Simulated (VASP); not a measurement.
# WC (Qusongite) (P-6m2) in VASP: a series of runs, part 2 of 3

VASP 6.6.1. Earlier steps stand in the parts before.

### 4 Band structure, AM05

File INCAR:

```
PREC     = Accurate       # precision mode
ENCUT    = 520            # plane-wave cutoff, eV
EDIFF    = 1E-6           # SCF threshold, eV
ISMEAR   = -1             # smearing method
SIGMA    = 0.05           # smearing width, eV
LREAL    = False          # projectors in reciprocal space
LASPH    = True           # aspherical terms in the spheres
NELM     = 60             # most SCF steps
ALGO     = Normal         # electronic algorithm
ISIF     = 2              # what is computed and relaxed
LWAVE    = False          # write WAVECAR
LCHARG   = False          # write CHGCAR
LMAXMIX  = 4              # l up to which the mixer works
GGA      = AM             # functional
```

File KPOINTS:

```
Automatic mesh
0
Gamma
  10 10 9
```

File POSCAR:

```
WC
1.0
    2.9065000000      0.0000000000      0.0000000000
   -1.4532500000      2.5171028361      0.0000000000
    0.0000000000      0.0000000000      2.8366000000
W C
1 1
Direct
    0.0000000000      0.0000000000      0.0000000000
    0.6666666667      0.3333333333      0.5000000000
```

File KPOINTS_OPT:

```
path GMKGALHA,LM,KH
10
line-mode
reciprocal
 0.0000000000  0.0000000000  0.0000000000  G
 0.5000000000  0.0000000000  0.0000000000  M

 0.5000000000  0.0000000000  0.0000000000  M
 0.3333333333  0.3333333333  0.0000000000  K

 0.3333333333  0.3333333333  0.0000000000  K
 0.0000000000  0.0000000000  0.0000000000  G

 0.0000000000  0.0000000000  0.0000000000  G
 0.0000000000  0.0000000000  0.5000000000  A

 0.0000000000  0.0000000000  0.5000000000  A
 0.5000000000  0.0000000000  0.5000000000  L

 0.5000000000  0.0000000000  0.5000000000  L
 0.3333333333  0.3333333333  0.5000000000  H

 0.3333333333  0.3333333333  0.5000000000  H
 0.0000000000  0.0000000000  0.5000000000  A

 0.5000000000  0.0000000000  0.5000000000  L
 0.5000000000  0.0000000000  0.0000000000  M

 0.3333333333  0.3333333333  0.0000000000  K
 0.3333333333  0.3333333333  0.5000000000  H
```

Potentials or basis: VASP PAW PBE potentials, release 64 (W_sv, C).

The run is started by

```bash
$ cat potpaw_PBE.64/W_sv/POTCAR potpaw_PBE.64/C/POTCAR > POTCAR
$ mpirun -np 1 vasp_std > vasp.out
```

OUTCAR:

```text
PREC = Accurate
   ENCUT = 520
   EDIFF = 1E-6
   ISMEAR = -1
   LREAL = False
   LASPH = True
   NELM = 60
   ISIF = 2
   GGA = AM

 ion  position               nearest neighbor table
   1  0.000  0.000  0.000-   2 2.20   2 2.20   2 2.20   2 2.20   2 2.20   2 2.20
   2  0.667  0.333  0.500-   1 2.20   1 2.20   1 2.20   1 2.20   1 2.20   1 2.20

  LATTYP: Found a hexagonal cell.
 ALAT       =     2.9065000000
 C/A-ratio  =     0.9759504559

  Lattice vectors:

 A1 = (   2.9065000000,   0.0000000000,   0.0000000000)
 A2 = (  -1.4532500000,   2.5171028361,   0.0000000000)
 A3 = (   0.0000000000,   0.0000000000,   2.8366000000)

Analysis of symmetry for initial positions (statically):
=====================================================================
 Subroutine PRICEL returns:
 Original cell was already a primitive cell.

 Routine SETGRP: Setting up the symmetry group for a
 hexagonal supercell.

 Subroutine GETGRP returns: Found 12 space group operations
 (whereof 12 operations were pure point group operations)
 out of a pool of 24 trial point group operations.

The static configuration has the point symmetry D_3h.

Analysis of symmetry for dynamics (positions and initial velocities):
=====================================================================
 Subroutine PRICEL returns:
 Original cell was already a primitive cell.

 Routine SETGRP: Setting up the symmetry group for a
 hexagonal supercell.

 Subroutine GETGRP returns: Found 12 space group operations
 (whereof 12 operations were pure point group operations)
 out of a pool of 24 trial point group operations.

The dynamic configuration has the point symmetry D_3h.

 Subroutine INISYM returns: Found 12 space group operations
 (whereof 12 operations are pure point group operations),
 and found     1 'primitive' translations

[... 117 lines left out ...]
  Thomas-Fermi vector in A             =   2.664353
   LORBIT       =      0    0 simple, 1 ext, 2 COOP (PROOUT), +10 PAW based schemes
   GGA     = AM    functional components
   LHFCALC =     F    Hartree Fock is set to
   AEXX    =    0.0000 exact exchange contribution
   IVDW    =     0    specifies the selected vdW correction
   LEPSILON=     F    determine dielectric tensor
   LRPA    =     F    only Hartree local field effects (RPA)
 non-spin polarized calculation
  energy-cutoff  :      520.00
  volume of cell :       20.75
 maximum number of plane-waves:       580
 NGX is ok and might be reduce to    24
   NGX = 11   NGY = 11   NGZ = 11

 number of electron      18.0000000 magnetization

 Free energy of the ion-electron system (eV)
  ---------------------------------------------------
  ext. energy  EPLUGINS =         0.00000000
  ---------------------------------------------------
  free energy    TOTEN  =       -23.49823929 eV

  energy without entropy =      -23.49647068  energy(sigma->0) =      -23.49735498

 E-fermi :  10.9161     XC(G=0): -13.9422

 val. band max:       10.8179902500   @ k =   0.0000   0.0000   0.3333
 cond. band min:      10.9200148656   @ k =   0.1000   0.0000   0.3333
 fundamental gap:      0.1020246156
 Fermi energy:        10.9161431863

 k-point     1 :       0.0000    0.0000    0.0000
  band No.  band energies     occupation
      1     -63.0602      2.00000
      2     -27.0281      2.00000
      3     -26.9195      2.00000
      4     -26.9195      2.00000
      5      -3.5044      2.00000
      6       6.5828      2.00000
      7       7.5922      2.00000
      8       7.5922      2.00000
      9      11.0354      0.16853
     10      14.1454      0.00000
     11      14.1454      0.00000
     12      16.5802      0.00000
     13      16.5802      0.00000
[... 354 lines left out ...]
  band No.  band energies     occupation
      1     -62.9970      2.00000
      2     -27.6816      2.00000
      3     -27.1469      2.00000
      4     -26.9997      2.00000
      5      -0.0192      2.00000
      6       3.9972      2.00000
      7       6.6955      2.00000
      8       8.1860      2.00000
      9       9.6506      2.00000
     10      13.5763      0.00000
     11      14.9861      0.00000
     12      15.8873      0.00000
     13      17.9581      0.00000

 [... further k-points ...]
[... 5 lines left out ...]
  --------------------------------------------------------------------------------------
  -------------------------------------------------------------------------------------
  Total       -0.5649960     -0.5649960     -0.7181518      0.0000000      0.0000000      0.0000000
  in kB      -43.6200881    -43.6200881    -55.4443671      0.0000000      0.0000000      0.0000000
  external PRESSURE =     -47.5615144 kB  Pullay stress =       0.0000000 kB

 VOLUME and BASIS-vectors are now :
 -----------------------------------------------------------------------------
  energy-cutoff  :      520.00
  volume of cell :       20.75
      direct lattice vectors                 reciprocal lattice vectors
     2.906500000  0.000000000  0.000000000     0.344056425  0.198641070  0.000000000
    -1.453250000  2.517102836  0.000000000     0.000000000  0.397282139  0.000000000
     0.000000000  0.000000000  2.836600000     0.000000000  0.000000000  0.352534725

 POSITION                                       TOTAL-FORCE (eV/Angst)
 -----------------------------------------------------------------------------------
      0.00000      0.00000      0.00000         0.000000     -0.000000      0.000000
      1.45325      0.83903      1.41830        -0.000000      0.000000      0.000000
 -----------------------------------------------------------------------------------
    total drift:                                0.000000     -0.000000      0.000000

  FREE ENERGIE OF THE ION-ELECTRON SYSTEM (eV)
  ---------------------------------------------------
  free  energy   TOTEN  =       -23.4982392880 eV

  energy  without entropy=      -23.4964706780  energy(sigma->0) =      -23.49735498
```

Wall time 10 s (1 thread of Intel Xeon 6975P-C (Granite Rapids), shared host); peak memory 0.16 GiB.

Results:

| Property | Result |
| --- | --- |
| Free energy | -23.4982 eV |
| Pressure | -4.8 GPa |
| Band gap along the path | none (metal or under the smearing width) |

Levels at the corners of the path, in eV from the Fermi level:
```tsv
point	band 6	band 7	band 8	band 9	band 10	band 11	band 12	band 13
Γ	-4.33	-3.32	-3.32	0.12	3.23	3.23	5.66	5.66
M	-7.05	-3.61	-3.59	-0.44	2.34	4.55	4.92	6.87
M	-7.05	-3.61	-3.59	-0.44	2.34	4.55	4.92	6.87
K	-6.60	-4.60	-3.44	0.60	1.01	2.06	3.23	9.23
K	-6.60	-4.60	-3.44	0.60	1.01	2.06	3.23	9.23
Γ	-4.33	-3.32	-3.32	0.12	3.23	3.23	5.66	5.66
Γ	-4.33	-3.32	-3.32	0.12	3.23	3.23	5.66	5.66
A	-8.68	-2.00	-2.00	-0.59	-0.59	3.71	4.53	4.53
A	-8.68	-2.00	-2.00	-0.59	-0.59	3.71	4.53	4.53
L	-6.47	-4.32	-4.19	0.29	4.45	5.33	6.68	9.22
L	-6.47	-4.32	-4.19	0.29	4.45	5.33	6.68	9.22
H	-7.25	-5.41	-1.60	-0.64	4.42	6.45	7.63	9.08
H	-7.25	-5.41	-1.60	-0.64	4.42	6.45	7.63	9.08
A	-8.68	-2.00	-2.00	-0.59	-0.59	3.71	4.53	4.53
L	-6.47	-4.32	-4.19	0.29	4.45	5.33	6.68	9.22
M	-7.05	-3.61	-3.59	-0.44	2.34	4.55	4.92	6.87
K	-6.60	-4.60	-3.44	0.60	1.01	2.06	3.23	9.23
H	-7.25	-5.41	-1.60	-0.64	4.42	6.45	7.63	9.08
```

Caveat: the PAW data sets were made with another functional, which shifts forces and pressure a little; spin-orbit coupling is left out, which moves the levels of the heavy elements.

[end of part 2 of 3]
